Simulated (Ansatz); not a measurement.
CuO under changes of volume

One of the cells (8.316 Å³/atom); the others are scaled copies at fixed shape and fractional positions:

```
Cu O
1.0
     2.55255    0.00000    0.00000
     0.00000    2.55255    0.00000
     0.00000    0.00000    2.55255
Cu O
1 1
Direct
  0.00000 0.00000 0.00000
  0.50000 0.50000 0.50000
```

Measurements of this composition are mostly on another form, of space group No. 15.

- Program: Ansatz 0.2.0
- Functional: PBE
- Potentials or basis: Ansatz PAW
- Cutoff: 420 eV (not typed: the program's choice for these potentials)
- k mesh: 10 × 10 × 10
- Occupations: fermi-dirac, width 0.05 eV
- Spin: no spin polarisation

```csv
volume (Å³/atom),energy over the lowest point (meV/atom),pressure (GPa)
7.817,133.95,39.6
7.983,96.62,32.7
8.149,?,?
8.316,41.87,20.8
8.482,23.21,15.8
8.648,9.37,11.2
8.815,0.00,7.1
```

Question: What does the run at 8.149 Å³/atom give?

Answer: Energy over the lowest point 66.21 meV/atom; pressure 26.4 GPa.

Worked out: A Birch-Murnaghan fit of order 3 (a polynomial in V^(-2/3)) to the other rows has no minimum within the range. It gives 66.23 meV/atom at 8.149 Å³/atom, against the run's 66.21, and -dE/dV = 26.3 GPa, against 26.4.

Energies are extrapolated to zero smearing.

Caveats: an odd number of electrons without spin polarisation forces a metal; a magnetic or distorted state may lie lower; the run has no spin polarisation, though such a crystal can be magnetic.
